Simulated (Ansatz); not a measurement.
Runs of Ansatz 0.2.0 on TePb. It takes space group Fm-3m (No. 225, cubic). Conventional cell: a = 6.462 Å, b = 6.462 Å, c = 6.462 Å, α = 90.00°, β = 90.00°, γ = 90.00°. Pb (site symmetry m-3m) has 6 Te at 3.23 Å as nearest neighbours. Te (site symmetry m-3m) is surrounded by 6 Pb at 3.23 Å. 

```tsv
task	level	potentials or basis	cell	k mesh	cutoff (eV)	basis error allowed	pressure (GPa)	relaxed volume (Å³/atom)
band structure	PBEsol	all-electron LAPW, scalar-relativistic	as given	7 × 7 × 7	179	0.001 eV/atom	-0.4	-
band structure	PBEsol	all-electron PAW datasets made for the crystal	as given	7 × 7 × 7	240	-	-0.4	-
relaxation of cell and atoms	LDA	all-electron LAPW, scalar-relativistic	relaxed	7 × 7 × 7	-	0.001 eV/atom	0.0	(a)
relaxation of cell and atoms	BLYP+D4	all-electron LAPW, scalar-relativistic	relaxed	7 × 7 × 7	-	0.001 eV/atom	0.0	37.10
band structure	PBE	all-electron LAPW, scalar-relativistic	as given	5 × 5 × 5	179	0.001 eV/atom	2.1	-
```

Alike in all rows: no spin polarisation; smearing fermi-dirac 0.05 eV.

Question: Estimate the missing entries.

Answer: (a) 32.49.

Not every run made on this cell is shown here.
